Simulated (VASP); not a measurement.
Set up this calculation in VASP 6.6.1, as the native input.

```yaml
Task: relaxation of cell and atoms
Functional: PBE
Potentials_or_basis: VASP PAW PBE potentials, release 64 (Pb_d, O)
Cutoff: 520 eV
k_mesh: 9 × 9 × 9
Occupations: gaussian, width 0.1 eV
Spin: no spin polarisation
Further_INCAR_settings: ALGO = Normal; EDIFF = 1e-07; IBRION = 2; POTIM = 0.3; EDIFFG = -0.005; NSW = 60; ISIF = 3
```

The structure of PbO2 lies in POSCAR:

```
PbO2                                    
1.0
    0.0000000000      2.7019356611      2.7019356611
    2.7019356611      0.0000000000      2.7019356611
    2.7019356611      2.7019356611      0.0000000000
  Pb              O             
     1     2
Direct
     0.0000000000000000    0.0000000000000000    0.0000000000000000
     0.2500000000000000    0.2500000000000000    0.2500000000000000
     0.7500000000000000    0.7500000000000000    0.7500000000000000
```

These files were run (other wordings do the same):

INCAR

```
ALGO = Normal ; EDIFF = 1E-7
EDIFFG = -0.005 ; ENCUT = 520
GGA = PE ; IBRION = 2
ISIF = 3 ; ISMEAR = 0
LASPH = True ; LCHARG = False
LREAL = False ; LWAVE = False
NELM = 120 ; NSW = 60
POTIM = 0.3 ; PREC = Accurate
SIGMA = 0.1
```

KPOINTS

```
k-points
0
Gamma
  9 9 9
```

Potentials or basis: VASP PAW PBE potentials, release 64 (Pb_d, O).

Launch:

```sh
$ cat potpaw_PBE.64/Pb_d/POTCAR potpaw_PBE.64/O/POTCAR > POTCAR
$ mpirun -np 1 vasp_std > vasp.out
```

It gave:

- Relaxed volume: 13.21 Å³/atom
- Relaxed cell: a = 3.827 Å, b = 3.827 Å, c = 3.827 Å, α = 60.00°, β = 60.00°, γ = 60.00°
- Space group after relaxing (to 0.05 Å): Fm-3m (No. 225)
- Energy gained by relaxing: 0.1 meV/atom
- Ionic steps: 2
- Pressure after relaxing: 0.0 GPa
- Band gap on the k mesh: none (metal or under the smearing width)

Run time: 16 s on 1 thread of Intel(R) Xeon(R) 6975P-C (Granite Rapids), with other jobs on the host, peak memory 0.17 GiB.
